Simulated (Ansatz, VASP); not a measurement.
**CdS (Greenockite) in two plane-wave programs**

One calculation is typed for both programs; each brings its own data sets and cutoff. How far apart do they land? The cell is a member of a volume series, scaled by 0.985 from a relaxed one, so a pressure remains. Other levels of theory on this material are compared in a session of their own.

Main program and level: Ansatz 0.2.0; plane waves, with VASP 6.6.1 beside it; single point at r2SCAN.

## 1. Starting point

Symmetry: P6_3mc, No. 186, hexagonal system. Conventional cell: a = 4.150 Å, b = 4.150 Å, c = 6.742 Å, α = 90.00°, β = 90.00°, γ = 120.00°. Nearest to Cd lie 4 S at 2.54 Å. S has 4 Cd at 2.54 Å nearest. Farther neighbours and most contacts between anions are not listed.

## 2. Ansatz: single point, r2SCAN, volume scaled by 0.985

Ansatz runs on its default PAW (the set named soft_2) files.

With cell and atoms fixed, the geometry can't cause a difference; cores, projectors, grids and the points listed under the comparison can.

input.yaml reads:

```yaml
crystal:
  lattice:
    - [4.15020172, 0.0, 0.0]
    - [-2.07510086, 3.59418012, 0.0]
    - [0.0, 0.0, 6.74222775]
  atoms:
    - { symbol: Cd, position: [0.33333333, 0.66666667, 0.49901002] }
    - { symbol: Cd, position: [0.66666667, 0.33333333, 0.99901002] }
    - { symbol: S, position: [0.33333333, 0.66666667, 0.87598998] }
    - { symbol: S, position: [0.66666667, 0.33333333, 0.37598998] }
hamiltonian:
  xc: r2scan
  pseudopotentials: { kind: paw }
kpoints:
  mp_grid: { grid: [6, 6, 4] }
scf:
  occupations: { method: gaussian, width: 0.03 }
  n_extra_bands: 5
output:
  forces: true
  stress: true
  eigenvalues: true
```

On the command line:

```
> ansatz run input.yaml --threads 2 --pin off --max-ram 4608MiB --backend cpu --events-out ev --progress --plain --runs-dir out
```

Numbers of over 12 decimals in the logs are rounded to 6 here.

What it wrote:

```text
scf.n_extra_bands = 5 over 26 filled bands (N_el = 52.0): the run solves 31 bands
Engine: ansatz 0.2.0, aarch64-unknown-linux-gnu
Pseudopotentials: kind: paw
Pseudopotential: Cd, paw, valence charge 20, recommended cutoff 500 eV (meta_gga), Cd.paw.azcp
Pseudopotential: S, paw, valence charge 6, recommended cutoff 500 eV (meta_gga), S.paw.azcp
Functional definition: r2SCAN
  parameter k0 = 0.174
  parameter k1 = 0.065
  parameter a1 = 4.9479
  exchange = r2scan_x(k0 = k0, k1 = k1, a1 = a1)
  correlation = r2scan_c
Crystal: 4 atoms, lattice volume = 100.571 Å³
Basis set: ecut = 500 eV, 2539 PW (Γ), exchange–correlation on 128×128×200 points (64 copies of the dense FFT grid, shifted against one another)
Bands: 31, of which v1, the nominal top of the filled ones, is band 26 counted from 1 (25 counted from 0)
Symmetry: 12 space group operations
Space group: P63mc (ITA 186), of the structure as read, at distance tolerance 4.7e-5 Å
k-points: 21 of 144 (time reversal used)
Non-local potential: Cd, projectors of the file, l = 0: 3, l = 1: 2, l = 2: 2, l = 3: 1
Non-local potential: S, projectors of the file, l = 0: 2, l = 1: 2, l = 2: 2
PAW form: soft (Blöchl's): semilocal exchange-correlation on the pseudo side does not see the compensation charge
PAW frozen core: Cd, regenerated for the run's functional (the file was generated under x = pbe(κ = 0.804, μ = 0.219515), c = pbe(β = 0.066725))
PAW frozen core: S, regenerated for the run's functional (the file was generated under x = pbe(κ = 0.804, μ = 0.219515), c = pbe(β = 0.066725))
PAW one-centre angular grid: Cd, 590 points (default); XC on 160 Gauss nodes
PAW one-centre angular grid: S, 302 points (default); XC on 160 Gauss nodes
Initial density: superposition of atomic densities (neutral atoms: chi_scale 0, normalization atom), corrected by the library's trained network
Initial wavefunctions: pseudopotential atomic-orbital guess
Functional: x = r2scan, c = r2scan; τ floored in thin density (d = 2e-4 eV/Å³)
SCF iter   1: F=—  HF=-18351.204191 eV  |F-HF|=—  |Δ(HF+E_count)|=         —  Δρ=6.00e-3  dr2=1.90e-2  dr2_τ=3.23e-2  ethr=1.77e-3  ⟨swp⟩=6.2  Hψ=2689  notcnv=0
preconditioner: auto → Resta (q_TF=auto, 2.444 Å⁻¹)  ε∞=4.4  [insulator: Δε(μ)=1.632 eV  Ē_g=11.962 eV  σ=0.030 eV  W_gap=1.00  n_scr=22 (ndim 8)  ℏωp=22.2 eV  f_vac=0.131  D(μ)=0.00/eV (n_scr^D=0)  ε∞_Penn≈4.4]
SCF iter   2: F=—  HF=-18351.225900 eV  |F-HF|=—  |Δ(HF+E_count)|=   2.17e-2  Δρ=3.41e-3  dr2=5.07e-3  dr2_τ=9.47e-4  ethr=3.66e-5  ⟨swp⟩=2.8  Hψ=1385  notcnv=0  defer=21
SCF iter   3: F=—  HF=-18351.228022 eV  |F-HF|=—  |Δ(HF+E_count)|=   2.12e-3  Δρ=7.04e-4  dr2=3.64e-4  dr2_τ=2.15e-5  ethr=9.75e-6  ⟨swp⟩=1.6  Hψ=681  notcnv=0  defer=21
SCF iter   4: F=—  HF=-18351.228186 eV  |F-HF|=—  |Δ(HF+E_count)|=   1.64e-4  Δρ=1.43e-4  dr2=2.20e-5  dr2_τ=1.06e-6  ethr=7.01e-7  ⟨swp⟩=2.8  Hψ=1123  notcnv=0  defer=21
SCF iter   5: F=—  HF=-18351.228186 eV  |F-HF|=—  |Δ(HF+E_count)|=   3.67e-7  Δρ=4.79e-5  dr2=2.33e-6  dr2_τ=8.13e-8  ethr=4.23e-8  ⟨swp⟩=2.0  Hψ=968  notcnv=0  defer=21
SCF iter   6: F=—  HF=-18351.228187 eV  |F-HF|=—  |Δ(HF+E_count)|=   1.33e-6  Δρ=8.75e-6  dr2=1.14e-7  dr2_τ=5.84e-9  ethr=4.48e-9  ⟨swp⟩=2.0  Hψ=995  notcnv=0  defer=21
SCF iter   7: F=-18351.228187 eV  HF=-18351.228187 eV  |F-HF|=2.78e-9  |Δ(HF+E_count)|=   6.37e-8  Δρ=2.02e-6  dr2=4.20e-9  dr2_τ=7.00e-10  ethr=1.92e-10  ⟨swp⟩=8.6  Hψ=2787  notcnv=0
SCF 1 converged in 7 iterations: F = -18351.228187 eV  dr2 = 4.20e-9
  greatest PAW one-centre occupation: 1.002 electrons in one spin orbital (limit 2), on the Cd atom at site 1 (counted from 0), in its partial waves of l = 1
SCF converged after 7 iterations
Free energy (F): -18351.228187 eV
Harris-Foulkes:  -18351.228187 eV  (|F-HF|=2.78e-9)
Internal energy: -18351.228187 eV  (E = F + TS)
E sigma→0 (E₀):  -18351.228187 eV
Fermi energy:    7.279307 eV
--- Per-component energies (eV) ---
  E_band       = -1075.947666
  E_kinetic    = 1224.020416
  E_local      = -8079.306883  (includes V_loc(G=0)·N_el)
  E_nonlocal   = 126.318450
  E_hartree    = 3711.773145
  E_xc         = -520.047573
  E_vxc        = -680.585838  (∫ρ·V_xc dr)
  E_paw        = -9431.831922  (= ΣΔE_a)
  E_vpaw       = -1133.388844  (= ΣTr[D̂ρ^β])
  E_aug_tail   = 0.000013  (compensation charges beyond the density's cutoff)
  E_vtau       = 43.445305  (kinetic-family band-sum trace: ∫τ·v_τ [+ j·A + Jᵃ·Aᵃ] dr)
  E_ewald      = -5380.804759
  E_core_change = -1.349075  (= ΣΔE_core)
  E_smearing   = -0.000000  (= −TS)
  E_closure    = -0.000000  (closes the sum)
  Σ components = -18351.228187   (vs F -18351.228187, Δ=0.00e0)
--- Forces (eV/Å), atoms counted from 1 ---
  atom   1  Cd    -0.00000000    -0.00000000     0.00096875
  atom   2  Cd     0.00000000     0.00000000     0.00096875
  atom   3  S      0.00000000    -0.00000000    -0.00097740
  atom   4  S      0.00000000     0.00000000    -0.00097740
  max |Σ_I F_I| component: 1.73e-5 eV/Å
--- Stress (GPa, compression-positive) ---
        0.631324      -0.000000      -0.000000
        0.000000       0.631324      -0.000000
       -0.000000      -0.000000       0.626823
  P = ⅓ Tr σ = 0.6298 GPa (6.298 kbar)
--- Band table (eV; the first three rows and the last of 21) ---
  k-point 0: bands = [... 22 lower, 5.6964, 6.4103, 6.4503, 6.4503, 8.1080, 9.6914, 13.4348, 13.4348, ... 1 higher]
  k-point 1: bands = [... 22 lower, 5.8012, 5.8012, 6.3338, 6.3338, 8.9461, 9.7693, 13.2458, 13.4945, ... 1 higher]
  k-point 2: bands = [... 22 lower, 6.0616, 6.0616, 6.0616, 6.0616, 9.7432, 9.7432, 13.0658, 13.0658, ... 1 higher]
  k-point 20: bands = [... 22 lower, 4.0136, 4.0136, 5.3383, 5.3383, 11.3268, 11.3268, 12.8661, 12.8661, ... 1 higher]
```

It took 13 s on 2 threads of Arm Neoverse N1, shared host; peak memory 0.53 GiB.

The run ends at a pressure of 0.63 GPa, with forces up to 9.8e-4 eV/Å.

## 3. VASP: single point, r2SCAN, volume scaled by 0.985

The same cell, functional, mesh and smearing now go to VASP, with its own data sets and cutoff.

Lines of VASP's logs that name or quote its potential files are left out, and so is its time.

The input asks for a relaxation, which ended at its first step since no free force or stress exceeded the threshold; so it serves as a single point.

INCAR reads:

```
SYSTEM = CdS
PREC = Accurate
ENCUT = 500
EDIFF = 1E-06
NELM = 100
ISMEAR = 0
SIGMA = 0.03
LREAL = .FALSE.
ALGO = Normal
METAGGA = R2SCAN
LASPH = .TRUE.
NBANDS = 24
LORBIT = 11
LWAVE = .FALSE.
LCHARG = .FALSE.
KPAR = 8
IBRION = 2
NSW = 30
ISIF = 4
EDIFFG = -0.01
```

POSCAR reads:

```
CdS
1.0
    4.1502017230      0.0000000000      0.0000000000
   -2.0751008614      3.5941801228      0.0000000000
    0.0000000000      0.0000000000      6.7422277473
Cd S
2 2
Direct
    0.3333333333      0.6666666667      0.4990100217
    0.6666666667      0.3333333333      0.9990100217
    0.3333333333      0.6666666667      0.8759899783
    0.6666666667      0.3333333333      0.3759899783
```

KPOINTS reads:

```
Automatic mesh
0
Gamma
6 6 4
0 0 0
```

PAW data sets: Cd and S (PBE family, release 64).

On the command line:

```
> mpirun -np 8 vasp_std
```

What it wrote:

```text
[banner, memory and clock lines left out]
running    8 mpi-ranks, on    1 nodes
 distrk:  each k-point on    1 cores,    8 groups
 distr:  one band on    1 cores,    1 groups

 POSCAR found type information on POSCAR CdS
 POSCAR found :  2 types and       4 ions
|                                                                             |
|           W    W    AA    RRRRR   N    N  II  N    N   GGGG   !!!           |
|           W    W   A  A   R    R  NN   N  II  NN   N  G    G  !!!           |
|           W    W  A    A  R    R  N N  N  II  N N  N  G       !!!           |
|           W WW W  AAAAAA  RRRRR   N  N N  II  N  N N  G  GGG   !            |
|           WW  WW  A    A  R   R   N   NN  II  N   NN  G    G                |
|           W    W  A    A  R    R  N    N  II  N    N   GGGG   !!!           |
|                                                                             |
|     For optimal performance we recommend to set                             |
|       NCORE = 2 up to number-of-cores-per-socket                            |
|     NCORE specifies how many cores store one orbital (NPAR=cpu/NCORE).      |
|     This setting can greatly improve the performance of VASP for DFT.       |
|     The default, NCORE=1 might be grossly inefficient on modern             |
|     multi-core architectures or massively parallel machines. Do your        |
|     Unfortunately you need to use the default for GW and RPA                |
|     calculations (for HF NCORE is supported but not extensively tested      |
|     yet).                                                                   |
|                                                                             |

|                                                                             |
|               ----> ADVICE to this user running VASP <----                  |
|                                                                             |
|     You enforced a specific xc type in the INCAR file but a different       |
|     [... a line on the potential file left out ...]
|     I HOPE YOU KNOW WHAT YOU ARE DOING!                                     |
|                                                                             |

 LDA part: xc-table for (None), standard interpolation
 POSCAR, INCAR and KPOINTS ok, starting setup
 FFT: planning ... GRIDC
 FFT: planning ... GRID_SOFT
 FFT: planning ... GRID
 WAVECAR not read
 entering main loop
       N       E                     dE             d eps       ncg     rms          rms(c)
DAV:   1     0.192569693456E+03    0.19257E+03   -0.17600E+04  1008   0.136E+03
DAV:   2    -0.569489572431E+02   -0.24952E+03   -0.24159E+03  1168   0.338E+02
DAV:   3    -0.696232297797E+02   -0.12674E+02   -0.12636E+02  1232   0.779E+01
DAV:   4    -0.697363447572E+02   -0.11311E+00   -0.11307E+00  1200   0.734E+00
DAV:   5    -0.697382897863E+02   -0.19450E-02   -0.19450E-02  1256   0.916E-01    0.108E+01
DAV:   6    -0.593847145269E+02    0.10354E+02   -0.75330E+00  1032   0.351E+01    0.126E+01
DAV:   7    -0.593465052205E+02    0.38209E-01   -0.69767E-01  1144   0.700E+00    0.939E+00
DAV:   8    -0.593728529496E+02   -0.26348E-01   -0.22703E-01  1096   0.523E+00    0.197E+00
DAV:   9    -0.593764641998E+02   -0.36113E-02   -0.41415E-02  1216   0.142E+00    0.367E-01
DAV:  10    -0.593762262457E+02    0.23795E-03   -0.33398E-03  1144   0.470E-01    0.192E-01
DAV:  11    -0.593763844906E+02   -0.15824E-03   -0.19566E-03  1080   0.430E-01    0.119E-01
DAV:  12    -0.593764157463E+02   -0.31256E-04   -0.12666E-04  1224   0.147E-01    0.591E-02
DAV:  13    -0.593764292414E+02   -0.13495E-04   -0.80342E-05  1112   0.606E-02    0.222E-02
DAV:  14    -0.593764287266E+02    0.51488E-06   -0.61408E-06  1248   0.300E-02
   1 F= -.59376429E+02 E0= -.59376429E+02  d E =-.593764E+02
 curvature:   0.00 expect dE= 0.000E+00 dE for cont linesearch  0.000E+00
 trial: gam= 0.00000 g(F)=  0.170E-06 g(S)=  0.985E-07 ort = 0.000E+00 (trialstep = 0.100E+01)
 search vector abs. value=  0.268E-06
 reached required accuracy - stopping structural energy minimisation
```

Parts of OUTCAR (step 3):

```text
ion  position               nearest neighbor table
   1  0.333  0.667  0.499-   4 2.54   4 2.54   4 2.54   3 2.54
   2  0.667  0.333  0.999-   3 2.54   3 2.54   3 2.54   4 2.54
   3  0.333  0.667  0.876-   2 2.54   2 2.54   2 2.54   1 2.54
   4  0.667  0.333  0.376-   1 2.54   1 2.54   1 2.54   2 2.54

  LATTYP: Found a hexagonal cell.
 ALAT       =     4.1502017230
 C/A-ratio  =     1.6245542259

 Subroutine GETGRP returns: Found 12 space group operations
 (whereof  6 operations were pure point group operations)

The static configuration has the point symmetry C_3v.
 The point group associated with its full space group is C_6v.

 Found     21 irreducible k-points:

   k-points           NKPTS =     21   k-points in BZ     NKDIM =     21   number of bands    NBANDS=     24

   dimension x,y,z NGX =    30 NGY =   30 NGZ =   50
   dimension x,y,z NGXF=    60 NGYF=   60 NGZF=  100

   ENCUT  =  500.0 eV  36.75 Ry    6.06 a.u.   7.57  7.57 12.29*2*pi/ulx,y,z

   NELECT =      36.0000    total number of electrons

 k-points in reciprocal lattice and weights: Automatic mesh
   0.00000000  0.00000000  0.00000000       0.007
   0.16666667  0.00000000  0.00000000       0.042
   0.33333333  0.00000000  0.00000000       0.042
   0.50000000  0.00000000  0.00000000       0.021
   0.16666667  0.16666667  0.00000000       0.042
   0.33333333  0.16666667  0.00000000       0.083
   0.33333333  0.33333333  0.00000000       0.014
   0.00000000  0.00000000  0.25000000       0.014
   0.16666667  0.00000000  0.25000000       0.083
[...]
0.33333333  0.16666667  0.50000000       0.083
   0.33333333  0.33333333  0.50000000       0.014

 average (electrostatic) potential at core
       1 -44.8924       2 -44.8924       3 -92.2535       4 -92.2535

 E-fermi :   1.1131

 k-point     1 :       0.0000    0.0000    0.0000
  band No.  band energies     occupation
    ...
     14       0.1743      2.00000
     15       0.1743      2.00000
     16       0.8928      2.00000
     17       0.9324      2.00000
     18       0.9324      2.00000
     19       2.5850      0.00000
     20       4.1667      0.00000
     21       7.9196      0.00000
     22       7.9196      0.00000
     23       8.2614      0.00000
    ...

 k-point     2 :       0.1667    0.0000    0.0000
  band No.  band energies     occupation
    ...
     14      -0.7859      2.00000
     15      -0.2181      2.00000
     16      -0.1456      2.00000
     17       0.6925      2.00000
     18       0.7430      2.00000
     19       3.6878      0.00000
     20       5.0283      0.00000
     21       7.1309      0.00000
     22       8.2295      0.00000
     23       8.3066      0.00000
    ...

 k-point     3 :       0.3333    0.0000    0.0000
  band No.  band energies     occupation
    ...
     14      -2.0297      2.00000
     15      -1.5906      2.00000
     16      -0.7022      2.00000
     17       0.1193      2.00000
     18       0.3614      2.00000
     19       4.8157      0.00000
     20       5.3333      0.00000
     21       6.6674      0.00000
     22       7.5865      0.00000
     23       8.5294      0.00000
    ...

  Total        0.5961973      0.5961973      0.5996968      0.0000000      0.0000000      0.0000000
  in kB        9.4979118      9.4979118      9.5536613      0.0000000      0.0000000      0.0000000
  external PRESSURE =       9.5164949 kB  Pullay stress =       0.0000000 kB

  energy-cutoff  :      500.00
  volume of cell :      100.57
      direct lattice vectors                 reciprocal lattice vectors
     4.150201723  0.000000000  0.000000000     0.240952143  0.139113785  0.000000000
    -2.075100861  3.594180123  0.000000000     0.000000000  0.278227570  0.000000000
     0.000000000  0.000000000  6.742227747     0.000000000  0.000000000  0.148318929

 POSITION                                       TOTAL-FORCE (eV/Angst)
 -----------------------------------------------------------------------------------
     -0.00000      2.39612      3.36444         0.000000      0.000000      0.000938
      2.07510      1.19806      6.73555         0.000000      0.000000      0.000938
     -0.00000      2.39612      5.90612        -0.000000      0.000000     -0.000938
      2.07510      1.19806      2.53501        -0.000000      0.000000     -0.000938
 -----------------------------------------------------------------------------------
    total drift:                               -0.000000     -0.000000     -0.007938

  FREE ENERGIE OF THE ION-ELECTRON SYSTEM (eV)
  ---------------------------------------------------
  free  energy   TOTEN  =       -59.3764287266 eV

  energy  without entropy=      -59.3764287266  energy(sigma->0) =      -59.37642873

 reached required accuracy - stopping structural energy minimisation

 total charge
# of ion       s       p       d       tot
------------------------------------------
    1        0.402   0.312   9.582  10.296
    2        0.402   0.312   9.582  10.296
    3        1.311   2.430   0.000   3.740
    4        1.311   2.430   0.000   3.740
--------------------------------------------------
tot          3.425   5.484  19.164  28.073

[... 3 further parts left out ...]
```

CONTCAR:

```
CdS
   1.00000000000000
     4.1502017230000003    0.0000000000000000    0.0000000000000000
    -2.0751008614000002    3.5941801228000001    0.0000000000000000
     0.0000000000000000    0.0000000000000000    6.7422277473000003
  Cd              S
     2     2
Direct
     0.3333333332999970    0.6666666667000030    0.4990100217000020
     0.6666666667000030    0.3333333332999970    0.9990100217000020
     0.3333333332999970    0.6666666667000030    0.8759899782999980
     0.6666666667000030    0.3333333332999970    0.3759899782999980
```

## 4. Differences

Known differences besides the potentials themselves: VASP keeps PBE cores, Ansatz makes them for the functional; the data sets hold 52 valence electrons in Ansatz (default PAW (the set named soft_2) files) and 36 in VASP. Total energies have different zeros and are not compared.

Compared:

```
              quantity  Ansatz   VASP  difference
        pressure (GPa)    0.63   0.95       -0.32
gap on the k mesh (eV)   1.658  1.653      +0.005
```

A gap on the mesh is an upper bound, since the band edges may lie between its points.

## 5. Results

- difference in gap on the k mesh (single point, r2SCAN, volume scaled by 0.985): 0.0051 eV

In words: The difference in gap on the k mesh is 0.0051 eV (single point, r2SCAN, volume scaled by 0.985), within the 0.08 eV picked in this series as the mark of a large difference. 7 further runs of this series are not shown here. How closely two codes agree says nothing of how well the functional describes the real material.

[Lines on the potential files, build, host, timing and source positions are cut from VASP's logs without a mark.]

[Logs are printed without paths, hosts, clocks, repeated set-up lines and the standing remarks that a program may print on its own settings, such as how far it seeks lower states.]

[Hosts, paths, dates, database ids (printed as entryN), source tags and the programs' standing remarks are cut or masked in the printed files.]
